**Q:** I have this tin monoxide cell squeezed and stretched by equal fractions along $a$ and $b$. The strongest squeeze, a strain of −0.15, has its results covered. Can I work out its energy, stress and gap from the other rows?

SnO (Pmn2_1, 4 atoms per cell, 18.42 Å³ per atom unstrained), strained equally along a and b with c and fractional coordinates fixed. Ansatz 0.2.0, plane-wave PAW, scalar-relativistic PBEsol without spin polarisation, cutoff 420 eV, k mesh 8×6×8, Gaussian smearing 0.05 eV. Energies are relative to the unstrained cell; stress is the sum xx + yy, positive in tension.

```tsv
strain	energy change (meV/atom)	tensile stress along pattern (GPa)	gap on mesh (eV)
-0.15	?	?	?
-0.1125	436.7	-88.39	0.679
-0.075	174.8	-48.30	0.929
-0.0375	39.6	-19.99	1.122
0	0.0	-0.03	1.240
0.0375	32.6	13.97	1.352
0.075	119.8	23.68	1.376
0.1125	248.1	30.24	1.352
0.1312	324.0	32.60	1.337
0.15	406.7	34.47	1.320
```

**A:** Start with what the atoms experience. The length $c$ and the fractional coordinates are fixed, so every separation shrinks in its $a$ and $b$ components only, and the atoms have no freedom to move out of each other's way. When filled electron shells are pushed together, their repulsion rises steeply, while the attraction that holds the crystal together changes more gently. Compression therefore climbs a wall that gets steeper, whereas under stretching the resistance still grows, but more and more slowly.

**Q:** Do the known rows show that wall?

**A:** They show its shape. At a strain of −0.0375 the stress is −20.0 GPa, but at +0.0375 it is only 14.0 GPa. An ideal spring would give nearly equal sizes, differing only a little because stress is counted per area and the area changes. That the steep side comes from shell repulsion is the standard argument for crystals; the table itself holds only totals.

**Q:** So a spring constant from small strains would mislead me at −0.15?

**A:** Badly. A spring with the stiffness of the unstrained cell would store 574 meV/atom there, and the true value must lie well above that. You need a measure of deformation that counts a squeeze more heavily than an equal stretch. With $e$ for the strain, a common choice is

$$f=\tfrac12\left[(1+e)^{-2}-1\right].$$

It follows the inverse square of the in-plane length, so it grows faster as atoms approach. A squeeze of 0.15 gives $f=0.192$, whereas a stretch of 0.15 gives only −0.122.

**Q:** Is that more than a convenient change of variable?

**A:** It is a change of variable that suits steep repulsion. Divide the energy change by $e^2$, and the result at −0.1125 is 1.9 times that at 0.15. Divide by $f^2$ instead, and the ratio is 0.88. Most of the lopsidedness has gone into the variable, and what remains can be handled by small corrections. That makes it a good basis for extrapolation, though it doesn't identify the forces at work.

**Q:** Then let's have the number.

**A:** I fitted the energy changes of the nine known rows with terms in $f^2$, $f^3$ and $f^4$; the row at −0.15 took no part. In meV/atom the result is

$$E=25523f^2-13110f^3+15535f^4.$$

At $f=0.192$, before rounding $f$, the three terms are 941.3, −92.9 and 21.1, which add up to 869.5. My forecast is thus about 870 meV/atom, with a range from 15 below that to 10 above. The range is a judgement: simpler curves with two constants give 859 and 853, but they follow the known rows less closely.

**Q:** And the stress? Do I need a second fit?

**A:** No, because stress is the rate at which the energy changes as the cell deforms. The column holds the sum $S$ of the stresses along $a$ and $b$. A small change $\mathrm{d}e$ is a relative change $\mathrm{d}e/(1+e)$ of both lengths, and the volume is $V_0(1+e)^2$, where $V_0$ is the unstrained volume. The work done is the product of stress, volume and relative change, so

$$S=\frac{1}{V_0(1+e)}\frac{\mathrm{d}E}{\mathrm{d}e}.$$

On the known rows this reproduces the stress to within 0.2 GPa. At −0.15 it gives −146.5 GPa, and my range is −149 to −142 GPa.

**Q:** Could I set a press to that value?

**A:** Not directly. Half the sum is the average of the two in-plane stresses, and the two need not be equal. The cell is also held at fixed $c$, so it cannot bulge sideways, and its volume falls by 28 %. The atoms are held in place too: at −0.1125 the calculation already finds forces of about 5 eV/Å on some of them. If they could settle within the strained cell, the energy would drop, and the stress would generally change as well. The forecast is for this constrained squeeze of this particular crystal form, which is not the ordinary layered form of SnO.

**Q:** That leaves the gap. It falls on compression, so can I continue it in the same way?

**A:** You can try, but on weaker ground. Closer atoms overlap more, which usually widens the bands and can narrow the gap between them. That can't be the whole story here, because under stretching the gap grows only up to a strain of 0.075 and then falls, from 1.376 to 1.320 eV at 0.15. The three compression steps take away 0.118, 0.193 and 0.250 eV. If the next step grows by as much as the last one did, it takes 0.307 eV and leaves $0.679-0.307=0.372$ eV. I forecast 0.37 eV, with a range of 0.28 to 0.45 eV.

**Q:** Why weaker ground, if the steps are so regular?

**A:** The energy collects contributions from all the occupied states, so a change in a few of them hardly disturbs its course. The gap depends on just two states: the highest filled one and the lowest empty one on the mesh. If another state overtakes either of them, the gap drops below the course it was following. Three steps cannot warn you of that.

**Q:** Then uncover the row.

The withheld rows as computed:

```tsv
strain	energy change (meV/atom)	tensile stress along pattern (GPa)	gap on mesh (eV)
-0.15	867.0	-145.14	0.111
```

**A:** The energy is 867 meV/atom, so the forecast was 0.3 % too high. The stress is −145.1 GPa, and the forecast overstated its size by 0.9 %. Both lie inside their ranges. The wall is slightly less steep than the fit made it, and the stress feels this more because it depends on the slope of the curve.

**Q:** But the gap is far off.

**A:** Yes, it is 0.111 eV, well below the whole range. The last step took away $0.679-0.111=0.568$ eV, more than twice the step before it. My range covered different ways of continuing the old course, but left too little room for a departure from it.

**Q:** Did another state overtake, as you warned?

**A:** That is my best guess, since the gap would then follow a faster-moving state, and its fall would steepen abruptly. The same two states might also have begun to move faster. To decide, you would follow the band edges from −0.1125 to −0.15 and see whether they stay at the same points of the mesh and keep their orbital character.

**Q:** Should I at least conclude that the squeezed crystal is nearly a metal?

**A:** Within this calculation the gap is nearly closed, but two errors pull in opposite directions. The mesh can miss the true band edges, which makes the gap look too large, while a functional of this kind usually makes gaps too small. I would trust the strong narrowing more than the last 0.1 eV.

**Q:** How would I carry this over to another squeeze?

**A:** Ask first which contacts shorten and whether the atoms can escape. If they can't, expect each further step to cost more than a spring would suggest, and take the stress from the slope of the energy. For the gap, calculate the strain you care about, because a smooth energy curve is no assurance of a smooth gap. The analysis printed below gives the fits and their misses.

Output of the analysis:

```
fit of energy_change on 9 rows: coefficient of eul**2 25523 +/- 25, coefficient of eul**3 -13110 +/- 55, coefficient of eul**4 15535 +/- 1681; rms 0.133, worst 0.075 0.236, leave-one-out rms 0.702
  rows outside the fit (model, value, miss): -0.15 869.5, 867, 2.55
fit of energy_change on 9 rows: coefficient of eul**2 25746 +/- 20, coefficient of eul**3 -12833 +/- 168; rms 0.519, worst 0.075 0.846, leave-one-out rms 1.37
  rows outside the fit (model, value, miss): -0.15 858.6, 867, -8.38
fit of energy_change on 9 rows: coefficient of 1-(1+strain/s)*exp(-strain/s) 3744 +/- 5.4, s 0.2688; rms 0.964, worst 0.075 1.51, leave-one-out rms 2.66
  rows outside the fit (model, value, miss): -0.15 853.2, 867, -13.8
energy over strain squared, ratio of row -0.1125 to row 0.15: 1.909
energy over f squared, ratio of row -0.1125 to row 0.15: 0.8786
clamped-ion stiffness C11+C22+2C12 in GPa: 444
volume change at strain -0.15 in percent: -27.75
harmonic energy at strain -0.15 in meV/atom: 574.3
forecast energy over harmonic energy at strain -0.15: 1.514
largest stress miss on the known rows in GPa: 0.1908
forecast stress at strain -0.15 in GPa: -146.5
computed stress at strain -0.15 in GPa: -145.1
stress miss at strain -0.15, forecast less computed, in GPa: -1.365
gap lost from strain 0 to -0.0375 in eV: 0.118
gap lost from strain -0.0375 to -0.075 in eV: 0.193
gap lost from strain -0.075 to -0.1125 in eV: 0.25
gap at strain -0.15 if the last step only repeats in eV: 0.429
forecast gap at strain -0.15 in eV: 0.372
computed gap at strain -0.15 in eV: 0.111
gap miss at strain -0.15, forecast less computed, in eV: 0.261
```
